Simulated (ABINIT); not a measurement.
# GaSb (F-43m) in ABINIT: a series of runs

One crystal, GaSb, is run at these levels: PBE; tasks: band structure.

Program: ABINIT 10.8.3 (patched build). These are calculated values, not measurements. Logs are shortened: lines on timing, memory, paths and dates and some standing lists are left out, and cuts for length are marked. The log counts tension as positive stress, the text compression.

**Measured values to compare with.**

A printed reference work, data compilation reports, for a bulk crystal of GaSb at 4.2 K: band gap 0.811 eV (direct).

The results are compared with them further down.

**1. Starting point**

The structure is cubic, space group F-43m (No. 216). The conventional cell has a = 6.118 Å, b = 6.118 Å, c = 6.118 Å, α = 90.00°, β = 90.00°, γ = 90.00°. Sb (site symmetry -43m) is surrounded by 4 Ga at 2.65 Å. Around Ga (site symmetry -43m) lie 4 Sb at 2.65 Å.

**2. Band structure, PBE**

File run.abi:

```
# Datasets: ground state, then fixed potential
ndtset 2

# Pseudopotentials
pp_dirpath "./"
pseudos "Sb.GGA_PBE-JTH.xml, Ga.GGA_PBE-JTH.xml"

# Structure
acell 3*1.0
rprim
     0.0000000000     5.7806722152     5.7806722152
     5.7806722152     0.0000000000     5.7806722152
     5.7806722152     5.7806722152     0.0000000000
ntypat 2
znucl 51 31
natom 2
typat 1 2
xred
     0.7500000000     0.7500000000     0.7500000000
     0.0000000000     0.0000000000     0.0000000000

# Plane-wave basis
ecut 17.0
pawecutdg 34.0
pawxcdev 0

# Exchange and correlation
ixc 11

# Bands and occupations
occopt 3
tsmear 0.00183747

# SCF cycle
nstep 100

# Output
iomode 3
prtwf 0
prteig 0
prtebands 0
prtden1 1
prtvha1 1
prtvclmb1 1
prtpot1 1

# Dataset 1
kptopt1 1
ngkpt1 8 8 8
nshiftk1 1
shiftk1 0.0 0.0 0.0
nband1 18
tolvrs1 1.0e-9

# Dataset 2: bands along G-X-W-K-G-L-U-W-L-K
iscf2 -2
getden2 1
nband2 24
nbdbuf2 4
tolwfr2 1.0e-11
kptopt2 -9
ndivsm2 5
prteig2 1
kptbounds2
     0.0000000000     0.0000000000     0.0000000000
     0.5000000000     0.0000000000     0.5000000000
     0.5000000000     0.2500000000     0.7500000000
     0.3750000000     0.3750000000     0.7500000000
     0.0000000000     0.0000000000     0.0000000000
     0.5000000000     0.5000000000     0.5000000000
     0.6250000000     0.2500000000     0.6250000000
     0.5000000000     0.2500000000     0.7500000000
     0.5000000000     0.5000000000     0.5000000000
     0.3750000000     0.3750000000     0.7500000000
```

Potentials or basis: JTH PAW PBE v2.0.

The run is started by

```
abinit run.abi > log 2>&1
```

run.abo:

```text
.Version 10.8.3 of ABINIT
 DATASET    1 : space group F-4 3 m (#216); Bravais cF (face-center cubic)
================================================================================
 Values of the parameters that define the memory need for DATASET  1.
     intxc =       0    ionmov =       0      iscf =      17    lmnmax =      18
     lnmax =       6     mgfft =      32  mpssoang =       3    mqgrid =    3001
     natom =       2  nloc_mem =       2    nspden =       1   nspinor =       1
    nsppol =       1      nsym =      24    n1xccc =       1    ntypat =       2
    occopt =       3   xclevel =       2
       mpw =        1308          nfft =       32768          nkpt =          29
 PAW method is used; the additional fine FFT grid is defined by:
   mgfftf=        45    nfftf =     91125
================================================================================
================================================================================

 DATASET    2 : space group F-4 3 m (#216); Bravais cF (face-center cubic)
================================================================================
 Values of the parameters that define the memory need for DATASET  2.
     intxc =       0    ionmov =       0      iscf =      -2    lmnmax =      18
     lnmax =       6     mgfft =      32  mpssoang =       3    mqgrid =    3001
     natom =       2  nloc_mem =       2    nspden =       1   nspinor =       1
    nsppol =       1      nsym =      24    n1xccc =       1    ntypat =       2
    occopt =       3   xclevel =       2
       mpw =        1313          nfft =       32768          nkpt =          87
 PAW method is used; the additional fine FFT grid is defined by:
   mgfftf=        45    nfftf =     91125
================================================================================
================================================================================

--------------------------------------------------------------------------------
------------- Echo of variables that govern the present computation ------------
--------------------------------------------------------------------------------
 -outvars: echo values of preprocessed input variables --------
            acell      1.0000000000E+00  1.0000000000E+00  1.0000000000E+00 Bohr
              amu      1.21753000E+02  6.97230000E+01
             ecut      1.70000000E+01 Hartree
           getden1          0
           getden2          1
             iscf1         17
             iscf2         -2
                       outvar_i_n : Printing only first  50 k-points.
              ixc          11
           jdtset        1    2
                       outvar_i_n : Printing only first  50 k-points.
           kptopt1          1
           kptopt2         -9
         kptrlatt        8    0    0      0    8    0      0    0    8
          kptrlen1     6.54008404E+01
          kptrlen2     3.00000000E+01
            natom           2
            nband1         18
            nband2         24
           nbdbuf1          0
           nbdbuf2          4
           ndtset           2
           ndivsm1          0
           ndivsm2          5
            ngfft          32      32      32
          ngfftdg          45      45      45
             nkpt1         29
             nkpt2         87
            nstep         100
             nsym          24
           ntypat           2
           occopt           3
        pawecutdg      3.40000000E+01 Hartree
         pawxcdev           0
        prtebands           0
[... 274 lines left out ...]

================================================================================
 Non-SCF case, kpt    1 (  0.00000  0.00000  0.00000), residuals and eigenvalues=
  5.73E-12  3.70E-12  6.48E-12  4.24E-12  6.28E-12  3.17E-12  2.90E-12  9.54E-12
  6.19E-12  7.34E-12  5.80E-12  2.45E-12  2.87E-12  6.64E-12  4.07E-12  3.94E-12
  5.85E-12  7.76E-12  5.31E-12  2.02E-12  6.00E-12  7.63E-12  7.89E-12  7.97E-12
 -8.8459E-01 -8.8459E-01 -8.8459E-01 -8.8403E-01 -8.8403E-01 -3.7935E-01
 -3.7935E-01 -3.7935E-01 -3.7758E-01 -3.7758E-01 -2.4935E-01  1.7246E-01
  1.7246E-01  1.7246E-01  1.7346E-01  2.7496E-01  2.7496E-01  2.7496E-01
  3.8623E-01  4.9415E-01  4.9415E-01  5.2248E-01  5.2248E-01  5.2248E-01
 Non-SCF case, kpt    2 (  0.03571  0.00000  0.03571), residuals and eigenvalues=
  5.15E-12  3.78E-12  6.31E-12  4.33E-12  7.65E-12  5.14E-12  2.66E-12  8.48E-12
  8.28E-12  5.35E-12  9.73E-12  9.92E-12  5.21E-12  6.24E-12  6.80E-12  4.94E-12
[... 671 lines left out ...]
  1.40E-12  4.96E-12  6.52E-12  2.82E-12  5.52E-12  4.04E-12  9.46E-12  4.02E-12
  3.41E-12  6.61E-12  7.46E-12  6.50E-12  1.22E-11  1.49E-11  7.99E-07  2.83E-05
 -8.8461E-01 -8.8443E-01 -8.8441E-01 -8.8405E-01 -8.8396E-01 -3.8079E-01
 -3.7866E-01 -3.7857E-01 -3.7782E-01 -3.7758E-01 -1.6438E-01 -6.7908E-02
  3.8852E-02  9.5578E-02  2.2749E-01  3.3233E-01  4.0004E-01  4.1076E-01
  4.4697E-01  4.9503E-01  6.1173E-01  6.3832E-01  6.9062E-01  6.9845E-01
 Non-SCF case, kpt   87 (  0.37500  0.37500  0.75000), residuals and eigenvalues=
  8.65E-12  8.90E-12  7.62E-12  7.81E-12  7.24E-12  8.23E-12  3.23E-12  2.06E-12
  1.60E-12  2.43E-12  3.74E-12  5.77E-12  4.50E-12  3.43E-12  6.07E-12  3.67E-12
  6.77E-12  5.62E-12  6.76E-12  6.23E-12  3.89E-11  5.61E-11  5.29E-07  4.86E-07
 -8.8462E-01 -8.8442E-01 -8.8440E-01 -8.8406E-01 -8.8395E-01 -3.8084E-01
 -3.7862E-01 -3.7853E-01 -3.7786E-01 -3.7757E-01 -1.6183E-01 -7.0698E-02
  4.0033E-02  9.2078E-02  2.2449E-01  3.1523E-01  4.1573E-01  4.2360E-01
  4.5079E-01  5.0134E-01  6.2137E-01  6.4778E-01  6.9195E-01  6.9334E-01

--- !ResultsGS
iteration_state: {dtset: 2, }
comment   : Summary of ground state results
lattice_vectors:
- [  0.0000000,   5.7806722,   5.7806722, ]
- [  5.7806722,   0.0000000,   5.7806722, ]
- [  5.7806722,   5.7806722,   0.0000000, ]
lattice_lengths: [   8.17511,    8.17511,    8.17511, ]
lattice_angles: [ 60.000,  60.000,  60.000, ] # degrees, (23, 13, 12)
lattice_volume:   3.8633587E+02
convergence: {deltae:  0.000E+00, res2:  0.000E+00, residm:  9.999E-12, diffor:  0.000E+00, }
etotal    :  -1.61703038E+02
entropy   :   0.00000000E+00
fermie    :   1.74834480E-01
cartesian_stress_tensor: null
pressure_GPa: null
xred      :
- [  7.5000E-01,   7.5000E-01,   7.5000E-01, Sb]
- [  0.0000E+00,   0.0000E+00,   0.0000E+00, Ga]
cartesian_forces: null
force_length_stats: {min: null, max: null, mean: null, }
...

 Integrated electronic density in atomic spheres:
 ------------------------------------------------
 Atom  Sphere_radius  Integrated_density
    1        2.40089         12.54930528
    2        2.10359         11.04196290

================================================================================

 ----iterations are completed or convergence reached----

 Mean square residual over all n,k,spin=   60.246E-13; max=  99.991E-13
 reduced coordinates (array xred) for    2 atoms
       0.750000000000      0.750000000000      0.750000000000
       0.000000000000      0.000000000000      0.000000000000

 cartesian coordinates (angstrom) at end:
    1      4.58849999686311     4.58849999686311     4.58849999686311
    2      0.00000000000000     0.00000000000000     0.00000000000000
 length scales=  1.000000000000  1.000000000000  1.000000000000 bohr
              =  0.529177210544  0.529177210544  0.529177210544 angstroms
 Eigenvalues (hartree) for nkpt=  87  k points:
 kpt#   1, nband= 24, wtk=  1.00000, kpt=  0.0000  0.0000  0.0000 (reduced coord)
  -0.88459   -0.88459   -0.88459   -0.88403   -0.88403   -0.37935   -0.37935   -0.37935
  -0.37758   -0.37758   -0.24935    0.17246    0.17246    0.17246    0.17346    0.27496
   0.27496    0.27496    0.38623    0.49415    0.49415    0.52248    0.52248    0.52248
 kpt#   2, nband= 24, wtk=  1.00000, kpt=  0.0357  0.0000  0.0357 (reduced coord)
  -0.88458   -0.88458   -0.88458   -0.88403   -0.88403   -0.37938   -0.37934   -0.37934
  -0.37759   -0.37758   -0.24870    0.15116    0.16975    0.16975    0.19427    0.27292
   0.27851    0.27851    0.39011    0.47909    0.49478    0.52383    0.52383    0.53527
 kpt#   3, nband= 24, wtk=  1.00000, kpt=  0.0714  0.0000  0.0714 (reduced coord)
  -0.88459   -0.88458   -0.88458   -0.88404   -0.88403   -0.37945   -0.37931   -0.37931
  -0.37760   -0.37758   -0.24677    0.12927    0.16260    0.16260    0.21417    0.26796
   0.28816    0.28816    0.40085    0.45574    0.49665    0.52788    0.52788    0.55217
 kpt#   4, nband= 24, wtk=  1.00000, kpt=  0.1071  0.0000  0.1071 (reduced coord)
  -0.88460   -0.88456   -0.88456   -0.88404   -0.88402   -0.37957   -0.37925   -0.37925
  -0.37762   -0.37757   -0.24356    0.10748    0.15290    0.15290    0.23008    0.26356
   0.30199    0.30199    0.41650    0.43387    0.49978    0.53465    0.53465    0.56592
 kpt#   5, nband= 24, wtk=  1.00000, kpt=  0.1429  0.0000  0.1429 (reduced coord)
[... 317 lines left out ...]
  -0.37774   -0.37760   -0.17310   -0.06168    0.04828    0.10507    0.23473    0.34090
   0.37646    0.38453    0.45839    0.49809    0.55511    0.62657    0.66405    0.72221
 kpt#  85, nband= 24, wtk=  1.00000, kpt=  0.4028  0.4028  0.6944 (reduced coord)
  -0.88459   -0.88445   -0.88442   -0.88404   -0.88397   -0.38073   -0.37870   -0.37862
  -0.37778   -0.37759   -0.16845   -0.06444    0.04146    0.09997    0.23113    0.34616
   0.38230    0.39423    0.45151    0.49466    0.58415    0.63400    0.67883    0.70965
 kpt#  86, nband= 24, wtk=  1.00000, kpt=  0.3889  0.3889  0.7222 (reduced coord)
  -0.88461   -0.88443   -0.88441   -0.88405   -0.88396   -0.38079   -0.37866   -0.37857
  -0.37782   -0.37758   -0.16438   -0.06791    0.03885    0.09558    0.22749    0.33233
   0.40004    0.41076    0.44697    0.49503    0.61173    0.63832    0.69062    0.69845
 kpt#  87, nband= 24, wtk=  1.00000, kpt=  0.3750  0.3750  0.7500 (reduced coord)
  -0.88462   -0.88442   -0.88440   -0.88406   -0.88395   -0.38084   -0.37862   -0.37853
  -0.37786   -0.37757   -0.16183   -0.07070    0.04003    0.09208    0.22449    0.31523
   0.41573    0.42360    0.45079    0.50134    0.62137    0.64778    0.69195    0.69334

== END DATASET(S) ==============================================================
================================================================================

 -outvars: echo values of variables after computation  --------
            acell      1.0000000000E+00  1.0000000000E+00  1.0000000000E+00 Bohr
           etotal1    -1.6170303819E+02
            fcart1    -2.1834440725E-30 -2.1834440725E-30  6.5503322176E-30
                       2.1834440725E-30  2.1834440725E-30 -6.5503322176E-30
            rprim      0.0000000000E+00  5.7806722152E+00  5.7806722152E+00
                       5.7806722152E+00  0.0000000000E+00  5.7806722152E+00
                       5.7806722152E+00  5.7806722152E+00  0.0000000000E+00
           strten1    -7.2323718638E-05 -7.2323718638E-05 -7.2323718638E-05
                       0.0000000000E+00  0.0000000000E+00  0.0000000000E+00
           xangst      4.5884999969E+00  4.5884999969E+00  4.5884999969E+00
                       0.0000000000E+00  0.0000000000E+00  0.0000000000E+00
             xred      7.5000000000E-01  7.5000000000E-01  7.5000000000E-01
                       0.0000000000E+00  0.0000000000E+00  0.0000000000E+00
 Calculation completed.
```

Run time: 76 s. Hardware: 1 thread of Arm Neoverse V1, shared host; peak memory 0.14 GiB.

What came out:

```
Free energy                                           : -4400.1638 eV
Pressure                                              : 2.1 GPa
Band gap on the k mesh                                : none (metal or under the smearing width)
Valence electrons inside the program's atomic spheres : Sb 12.55; Ga 11.04
```

Levels at the corners of the path, in eV from the Fermi level:
```csv
point,band 11,band 12,band 13,band 14,band 15,band 16,band 17,band 18
Γ,-11.54,-0.06,-0.06,-0.06,-0.04,2.72,2.72,2.72
X,-9.10,-6.86,-2.63,-2.63,0.85,1.20,8.65,8.65
W,-9.05,-6.73,-3.41,-3.18,3.62,4.27,4.36,4.71
K,-9.16,-6.68,-3.67,-2.25,1.35,3.82,6.56,6.77
Γ,-11.54,-0.06,-0.06,-0.06,-0.04,2.72,2.72,2.72
L,-9.92,-6.42,-1.22,-1.22,0.34,3.70,3.70,6.42
U,-9.16,-6.68,-3.67,-2.25,1.35,3.82,6.56,6.77
W,-9.05,-6.73,-3.41,-3.18,3.62,4.27,4.36,4.71
L,-9.92,-6.42,-1.22,-1.22,0.34,3.70,3.70,6.42
K,-9.16,-6.68,-3.67,-2.25,1.35,3.82,6.56,6.77
```

Caveat: spin-orbit coupling is left out, which moves the levels of the heavy elements.

**3. Band structure, PBE, spin-orbit coupling, no magnetisation**

run.abi, as its differences from that of step 2:

```diff
@@ -33,2 +33,7 @@
 
+# Spin
+nspinor 2
+nspden 1
+pawspnorb 1
+
 # SCF cycle
@@ -47,3 +52,3 @@
 # Dataset 1
-kptopt1 1
+kptopt1 4
 ngkpt1 8 8 8
@@ -51,3 +56,3 @@
 shiftk1 0.0 0.0 0.0
-nband1 18
+nband1 36
 tolvrs1 1.0e-9
@@ -57,4 +62,4 @@
 getden2 1
-nband2 24
-nbdbuf2 4
+nband2 48
+nbdbuf2 8
 tolwfr2 1.0e-11
```

Potentials or basis: JTH PAW PBE v2.0.

The run is started by

```
abinit run.abi > log 2>&1
```

Wall time 7.1 min (1 thread of Arm Neoverse V1, shared host); peak memory 0.26 GiB.

The run converged. Its results:

```
Free energy                                           : -4400.2642 eV
Pressure                                              : 2.2 GPa
Band gap on the k mesh                                : none (metal or under the smearing width)
Valence electrons inside the program's atomic spheres : Sb 12.55; Ga 11.04
```

Levels at the corners of the path, in eV from the Fermi level:
| point | band 25 | band 26 | band 27 | band 28 | band 29 | band 30 | band 31 | band 32 |
| --- | --- | --- | --- | --- | --- | --- | --- | --- |
| Γ | -0.19 | -0.19 | 0.00 | 0.00 | 0.00 | 0.00 | 2.43 | 2.43 |
| X | -2.92 | -2.92 | -2.68 | -2.68 | 0.70 | 0.70 | 1.04 | 1.04 |
| W | -3.76 | -3.44 | -3.33 | -3.31 | 3.25 | 3.63 | 4.11 | 4.15 |
| K | -3.94 | -3.74 | -2.42 | -2.40 | 1.18 | 1.21 | 3.59 | 3.72 |
| Γ | -0.19 | -0.19 | 0.00 | 0.00 | 0.00 | 0.00 | 2.43 | 2.43 |
| L | -1.58 | -1.58 | -1.18 | -1.18 | 0.19 | 0.19 | 3.49 | 3.49 |
| U | -3.94 | -3.74 | -2.42 | -2.40 | 1.18 | 1.21 | 3.59 | 3.72 |
| W | -3.76 | -3.44 | -3.33 | -3.31 | 3.25 | 3.63 | 4.11 | 4.15 |
| L | -1.58 | -1.58 | -1.18 | -1.18 | 0.19 | 0.19 | 3.49 | 3.49 |
| K | -3.94 | -3.74 | -2.42 | -2.40 | 1.18 | 1.21 | 3.59 | 3.72 |

**4. Comparison with measurements**

Step 2. Against the measured gap of GaSb, 0.811 eV (direct; 4.2 K; a printed reference work, data compilation), the calculated 0.00 eV is off by -0.81 eV. Spin-orbit coupling on Ga, Sb is left out. The value is that of PBE on a finite k mesh, which can miss the band edges, without temperature or zero-point motion. Semilocal functionals fall short of measured gaps as a rule.

Step 3. A measured gap of GaSb is 0.811 eV (direct; 4.2 K; a printed reference work, data compilation); the calculated 0.00 eV misses it by -0.81 eV. The value is that of PBE on a finite k mesh, which can miss the band edges, without temperature or zero-point motion. Semilocal functionals fall short of measured gaps as a rule.
